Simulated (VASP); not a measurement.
# LiS3 (P4mm) in VASP: reference runs

Aim: a first look at LiS3 with PBE, on the cell as given.

All numbers are computed with VASP 6.6.1; they aren't measurements. Logs are shortened: lines on timing, memory, paths and dates and some standing lists are left out, and cuts for length are marked.

## 1. The structure

The structure is tetragonal, space group P4mm (No. 99). The conventional cell has a = 4.452 Å, b = 4.452 Å, c = 4.860 Å, α = 90.00°, β = 90.00°, γ = 90.00°. Around Li (site symmetry 4mm) lie 2 S at 2.41 to 2.45 Å. S (site symmetry 2mm) has 2 S at 2.32 Å as nearest neighbours. S (site symmetry 4mm) has 4 S at 2.32 Å and 2 Li at 2.41 to 2.45 Å as nearest neighbours.

The cell was built by a generator and needn't be a form met in nature.

## 2. Single point, PBE

The input, INCAR:

```
ALGO = Normal
EDIFF = 1E-7
ENCUT = 520
GGA = PE
ISIF = 2
ISMEAR = -1
LASPH = T
LCHARG = F
LREAL = F
LWAVE = F
NBANDS = 18
NELM = 60
PREC = Accurate
SIGMA = 0.05
```

The input, KPOINTS:

```
k-points
0
Gamma
  6 6 6
```

The input, POSCAR:

```
LiS3
1.0
    4.4516000000      0.0000000000      0.0000000000
    0.0000000000      4.4516000000      0.0000000000
    0.0000000000      0.0000000000      4.8603300000
Li S
1 3
Direct
    0.0000000000      0.0000000000      0.8147500000
    0.0000000000      0.5000000000      0.1740600000
    0.5000000000      0.0000000000      0.1740600000
    0.0000000000      0.0000000000      0.3104500000
```

Potentials or basis: VASP PAW PBE potentials, release 64 (Li_sv, S).

Started as:

```bash
> cat potpaw_PBE.64/Li_sv/POTCAR potpaw_PBE.64/S/POTCAR > POTCAR
> mpirun -np 1 vasp_std > vasp.out
```

OUTCAR:

```text
EDIFF = 1E-7
   ENCUT = 520
   GGA = PE
   ISIF = 2
   ISMEAR = -1
   LASPH = T
   LREAL = F
   NELM = 60
   PREC = Accurate

 ion  position               nearest neighbor table
   1  0.000  0.000  0.815-   4 2.41   4 2.45
   2  0.000  0.500  0.174-   4 2.32   4 2.32
   3  0.500  0.000  0.174-   4 2.32   4 2.32
   4  0.000  0.000  0.310-   2 2.32   3 2.32   2 2.32   3 2.32   1 2.41   1 2.45

  LATTYP: Found a simple tetragonal cell.
 ALAT       =     4.4516000000
 C/A-ratio  =     1.0918164256

  Lattice vectors:

 A1 = (   4.4516000000,   0.0000000000,   0.0000000000)
 A2 = (   0.0000000000,   4.4516000000,   0.0000000000)
 A3 = (   0.0000000000,   0.0000000000,   4.8603300000)

Analysis of symmetry for initial positions (statically):
=====================================================================
 Subroutine PRICEL returns:
 Original cell was already a primitive cell.

 Routine SETGRP: Setting up the symmetry group for a
 simple tetragonal supercell.

 Subroutine GETGRP returns: Found  8 space group operations
 (whereof  8 operations were pure point group operations)
 out of a pool of 16 trial point group operations.

The static configuration has the point symmetry C_4v.

Analysis of symmetry for dynamics (positions and initial velocities):
=====================================================================
 Subroutine PRICEL returns:
 Original cell was already a primitive cell.

 Routine SETGRP: Setting up the symmetry group for a
 simple tetragonal supercell.

 Subroutine GETGRP returns: Found  8 space group operations
 (whereof  8 operations were pure point group operations)
 out of a pool of 16 trial point group operations.

The dynamic configuration has the point symmetry C_4v.

 Subroutine INISYM returns: Found  8 space group operations
 (whereof  8 operations are pure point group operations),
 and found     1 'primitive' translations

----------------------------------------------------------------------------------------

                                     Primitive cell

  volume of cell :      96.3159

  direct lattice vectors                    reciprocal lattice vectors
     4.451600000  0.000000000  0.000000000     0.224638332  0.000000000  0.000000000
     0.000000000  4.451600000  0.000000000     0.000000000  0.224638332  0.000000000
     0.000000000  0.000000000  4.860330000     0.000000000  0.000000000  0.205747346

  length of vectors
     4.451600000  4.451600000  4.860330000     0.224638332  0.224638332  0.205747346

  position of ions in fractional coordinates (direct lattice)
     0.000000000  0.000000000  0.814750000
     0.000000000  0.500000000  0.174060000
     0.500000000  0.000000000  0.174060000
     0.000000000  0.000000000  0.310450000

  ion indices of the primitive-cell ions
   primitive index   ion index
                 1           1
                 2           2
                 3           3
                 4           4

----------------------------------------------------------------------------------------

 KPOINTS: k-points

Automatic generation of k-mesh.
 Grid dimensions read from file:
 generate k-points for:    6    6    6

 Generating k-lattice:

  Cartesian coordinates                     Fractional coordinates (reciprocal lattice)
     0.037439722  0.000000000  0.000000000     0.166666667  0.000000000  0.000000000
     0.000000000  0.037439722  0.000000000     0.000000000  0.166666667  0.000000000
     0.000000000  0.000000000  0.034291224     0.000000000  0.000000000  0.166666667

  Length of vectors
     0.037439722  0.037439722  0.034291224

  Shift w.r.t. Gamma in fractional coordinates (k-lattice)
     0.000000000  0.000000000  0.000000000

 Subroutine IBZKPT returns following result:
 ===========================================

 Found     40 irreducible k-points:

 Following reciprocal coordinates:
            Coordinates               Weight
  0.000000  0.000000  0.000000      1.000000
  0.166667  0.000000  0.000000      4.000000
  0.333333  0.000000  0.000000      4.000000
  0.500000  0.000000  0.000000      2.000000
  0.166667  0.166667  0.000000      4.000000
  0.333333  0.166667  0.000000      8.000000
[... 16 lines left out ...]
  0.333333  0.000000  0.333333      8.000000
  0.500000  0.000000  0.333333      4.000000
 [... further k-points ...]
   k-points           NKPTS =     40   k-points in BZ     NKDIM =     40   number of bands    NBANDS=     18
   number of dos      NEDOS =    301   number of ions     NIONS =      4
   total plane-waves  NPLWV =  46656
   dimension x,y,z NGX =    36 NGY =   36 NGZ =   36
   dimension x,y,z NGXF=    72 NGYF=   72 NGZF=   72
   ions per type =               1   3
   NGX,Y,Z   is equivalent  to a cutoff of  13.44, 13.44, 12.31 a.u.
   NGXF,Y,Z  is equivalent  to a cutoff of  26.89, 26.89, 24.63 a.u.
 SYSTEM =  unknown system
   PREC   = accura    normal or accurate (medium, high low for compatibility)
   ISTART =      0    job   : 0-new  1-cont  2-samecut
   ICHARG =      2    charge: 1-file 2-atom 10-const
   ISPIN  =      1    spin polarized calculation?
   LNONCOLLINEAR =      F non collinear calculations
   LSORBIT =      F    spin-orbit coupling
   LASPH  =      T    aspherical Exc in radial PAW
   ENCUT  =  520.0 eV  38.22 Ry    6.18 a.u.   8.28  8.28  9.04*2*pi/ulx,y,z
   NELM   =     60;   NELMIN=  2; NELMDL= -5     # of ELM steps
   EDIFF  = 0.1E-06   stopping-criterion for ELM
   LREAL  =      F    real-space projection
   EDIFFG = 0.1E-05   stopping-criterion for IOM
   NSW    =      0    number of steps for IOM
   IBRION =     -1    ionic relax: 0-MD 1-quasi-New 2-CG
   NFREE  =      0    steps in history (QN), initial steepest desc. (CG)
   ISIF   =      2    stress and relaxation
   ISYM   =      2    0-nonsym 1-usesym 2-fastsym
   POTIM  = 0.5000    time-step for ionic-motion
   TEBEG  =    0.0;   TEEND  =   0.0 temperature during run
   PSTRESS=    0.0 pullay stress
   NELECT =      21.0000    total number of electrons
   NUPDOWN=      -1.0000    fix difference up-down
   EMIN   =  10.00;   EMAX   =-10.00  energy-range for DOS
   EFERMI =   0.00;   METHOD = LEGACY
   ISMEAR =    -1;   SIGMA  =   0.05  broadening in eV -4-tet -1-fermi 0-gaus
   EFERMI_NEDOS =   21; number of points for ismear=-14 and -15
   IALGO  =     38    algorithm
   IMIX   =      4    mixing-type and parameters
     AMIX     =   0.40;   BMIX     =  1.00
     AMIX_MAG =   1.60;   BMIX_MAG =  1.00
  volume/ion in A,a.u.               =      24.08       162.49
  Fermi-wavevector in a.u.,A,eV,Ry     =   0.985330  1.862005 13.209572  0.970876
  Thomas-Fermi vector in A             =   2.116630
   LORBIT       =      0    0 simple, 1 ext, 2 COOP (PROOUT), +10 PAW based schemes
   GGA     = PE    functional components
   LHFCALC =     F    Hartree Fock is set to
   AEXX    =    0.0000 exact exchange contribution
   IVDW    =     0    specifies the selected vdW correction
   LEPSILON=     F    determine dielectric tensor
   LRPA    =     F    only Hartree local field effects (RPA)
 non-spin polarized calculation
  energy-cutoff  :      520.00
  volume of cell :       96.32
 maximum number of plane-waves:      2624
 NGX is ok and might be reduce to    36
   NGX = 17   NGY = 17   NGZ = 19

 number of electron      21.0000010 magnetization

 Free energy of the ion-electron system (eV)
  ---------------------------------------------------
  ext. energy  EPLUGINS =         0.00000000
  ---------------------------------------------------
  free energy    TOTEN  =       -14.02399093 eV

  energy without entropy =      -14.00640775  energy(sigma->0) =      -14.01519934

 E-fermi :   2.2780     XC(G=0):  -7.7462

 val. band max:        2.1248279845   @ k =   0.3333   0.1667   0.5000
 cond. band min:       2.2952190837   @ k =   0.5000   0.3333   0.5000
 fundamental gap:      0.1703910992
 Fermi energy:         2.2779968121

 k-point     1 :       0.0000    0.0000    0.0000
  band No.  band energies     occupation
      1     -44.7109      2.00000
      2     -14.0508      2.00000
      3      -9.1714      2.00000
      4      -7.5087      2.00000
      5      -5.0116      2.00000
      6      -5.0116      2.00000
[... 10 lines left out ...]
     17       9.2149      0.00000
     18       9.2864      0.00000

 k-point     2 :       0.1667    0.0000    0.0000
  band No.  band energies     occupation
      1     -44.7109      2.00000
      2     -13.9275      2.00000
      3      -9.5230      2.00000
      4      -7.8726      2.00000
      5      -4.9559      2.00000
      6      -4.2339      2.00000
[... 10 lines left out ...]
     17       9.3492      0.00000
     18       9.8373      0.00000

 k-point     3 :       0.3333    0.0000    0.0000
  band No.  band energies     occupation
      1     -44.7108      2.00000
      2     -13.6241      2.00000
      3     -10.3348      2.00000
      4      -8.0926      2.00000
      5      -4.8363      2.00000
      6      -3.2464      2.00000
[... 10 lines left out ...]
     17      10.0990      0.00000
     18      10.2947      0.00000

 k-point     4 :       0.5000    0.0000    0.0000
  band No.  band energies     occupation
      1     -44.7108      2.00000
      2     -13.4238      2.00000
      3     -10.7696      2.00000
      4      -8.1267      2.00000
      5      -4.7717      2.00000
      6      -2.8357      2.00000
[... 10 lines left out ...]
     17      10.9640      0.00000
     18      10.9666      0.00000

 k-point     5 :       0.1667    0.1667    0.0000
  band No.  band energies     occupation
      1     -44.7108      2.00000
      2     -13.8004      2.00000
      3      -9.6888      2.00000
      4      -8.4246      2.00000
      5      -4.3134      2.00000
      6      -3.9787      2.00000
[... 10 lines left out ...]
     17       9.0656      0.00000
     18      10.3303      0.00000

 k-point     6 :       0.3333    0.1667    0.0000
  band No.  band energies     occupation
      1     -44.7108      2.00000
      2     -13.4847      2.00000
      3     -10.3258      2.00000
      4      -8.8315      2.00000
      5      -4.0871      2.00000
      6      -2.9450      2.00000
[... 10 lines left out ...]
     17       9.9409      0.00000
     18      10.3597      0.00000

 k-point     7 :       0.5000    0.1667    0.0000
  band No.  band energies     occupation
      1     -44.7108      2.00000
      2     -13.2727      2.00000
      3     -10.7474      2.00000
      4      -8.8894      2.00000
      5      -4.0043      2.00000
      6      -2.4747      2.00000
[... 10 lines left out ...]
     17      10.1348      0.00000
     18      11.1743      0.00000

 k-point     8 :       0.3333    0.3333    0.0000
  band No.  band energies     occupation
      1     -44.7108      2.00000
      2     -13.1274      2.00000
      3     -10.4021      2.00000
      4      -9.8465      2.00000
      5      -3.3973      2.00000
      6      -1.9610      2.00000
[... 10 lines left out ...]
     17       9.5511      0.00000
     18      10.6728      0.00000
[... 229 lines left out ...]
     17       8.5515      0.00000
     18      10.8736      0.00000

 k-point    20 :       0.5000    0.5000    0.1667
  band No.  band energies     occupation
      1     -44.7107      2.00000
      2     -12.5630      2.00000
      3     -10.6716      2.00000
      4     -10.6716      2.00000
      5      -2.8942      2.00000
      6      -1.7379      2.00000
[... 10 lines left out ...]
     17       8.0332      0.00000
     18      11.1889      0.00000

 k-point    21 :       0.0000    0.0000    0.3333
  band No.  band energies     occupation
      1     -44.7109      2.00000
      2     -14.0468      2.00000
      3      -9.1567      2.00000
      4      -7.5653      2.00000
      5      -4.9789      2.00000
      6      -4.9789      2.00000
[... 10 lines left out ...]
     17      10.0819      0.00000
     18      10.0822      0.00000

 k-point    22 :       0.1667    0.0000    0.3333
  band No.  band energies     occupation
      1     -44.7108      2.00000
      2     -13.9243      2.00000
      3      -9.5063      2.00000
      4      -7.9065      2.00000
      5      -4.9237      2.00000
      6      -4.2673      2.00000
[... 10 lines left out ...]
     17       9.9078      0.00000
     18      10.2063      0.00000

 k-point    23 :       0.3333    0.0000    0.3333
  band No.  band energies     occupation
      1     -44.7108      2.00000
      2     -13.6234      2.00000
      3     -10.3141      2.00000
      4      -8.1127      2.00000
      5      -4.8053      2.00000
      6      -3.3443      2.00000
[... 10 lines left out ...]
     17       9.8347      0.00000
     18      10.8054      0.00000

 k-point    24 :       0.5000    0.0000    0.3333
  band No.  band energies     occupation
      1     -44.7108      2.00000
      2     -13.4255      2.00000
      3     -10.7457      2.00000
      4      -8.1437      2.00000
      5      -4.7413      2.00000
      6      -2.8950      2.00000
[... 10 lines left out ...]
     17      10.4317      0.00000
     18      10.6031      0.00000

 [... further k-points ...]
[... 5 lines left out ...]
  --------------------------------------------------------------------------------------
  -------------------------------------------------------------------------------------
  Total       -0.3217772     -0.3217772      0.2002668      0.0000000      0.0000000      0.0000000
  in kB       -5.3526373     -5.3526373      3.3313593      0.0000000      0.0000000      0.0000000
  external PRESSURE =      -2.4579718 kB  Pullay stress =       0.0000000 kB

 VOLUME and BASIS-vectors are now :
 -----------------------------------------------------------------------------
  energy-cutoff  :      520.00
  volume of cell :       96.32
      direct lattice vectors                 reciprocal lattice vectors
     4.451600000  0.000000000  0.000000000     0.224638332  0.000000000  0.000000000
     0.000000000  4.451600000  0.000000000     0.000000000  0.224638332  0.000000000
     0.000000000  0.000000000  4.860330000     0.000000000  0.000000000  0.205747346

 POSITION                                       TOTAL-FORCE (eV/Angst)
 -----------------------------------------------------------------------------------
      0.00000      0.00000      3.95995         0.000000     -0.000000     -0.025681
      0.00000      2.22580      0.84599         0.000000      0.000000     -0.114935
      2.22580      0.00000      0.84599         0.000000     -0.000000     -0.114935
      0.00000      0.00000      1.50889         0.000000     -0.000000      0.255551
 -----------------------------------------------------------------------------------
    total drift:                               -0.000000     -0.000000     -0.000312

  FREE ENERGIE OF THE ION-ELECTRON SYSTEM (eV)
  ---------------------------------------------------
  free  energy   TOTEN  =       -14.0239909312 eV

  energy  without entropy=      -14.0064077501  energy(sigma->0) =      -14.01519934
```

It took 31 s on 1 thread of Intel Xeon 6975P-C (Granite Rapids), shared host; peak memory 0.22 GiB.

Results:

| Item | Value |
| --- | --- |
| Free energy | -14.0240 eV |
| Largest force | 0.256 eV/Å |
| Band gap on the k mesh | none (metal or under the smearing width) |

Forces on the atoms (eV/Å):
```
Li   0.000  0.000 -0.026
S    0.000  0.000 -0.115
S    0.000  0.000 -0.115
S    0.000  0.000  0.256
```

Levels at points of the mesh, in eV from the Fermi level:
```csv
k point,band 8,band 9,band 10,band 11,band 12,band 13
"(0.00, 0.00, 0.00)",-1.73,-1.22,-0.65,-0.65,2.86,2.86
"(0.50, 0.00, 0.00)",-1.85,-1.80,-1.41,0.05,0.62,2.97
"(0.50, 0.50, 0.00)",-3.34,-1.39,0.26,0.26,1.06,1.33
"(0.00, 0.00, 0.50)",-1.49,-1.30,-0.64,-0.64,2.08,2.08
"(0.50, 0.00, 0.50)",-1.81,-1.78,-1.34,0.19,0.60,2.24
"(0.50, 0.50, 0.50)",-3.72,-1.38,0.26,0.26,1.07,1.62
```

Caveat: the cutoff is under 1.25 times the usual one of these potentials, so pressure, stress and relaxed cells hold a basis-set (Pulay) error.
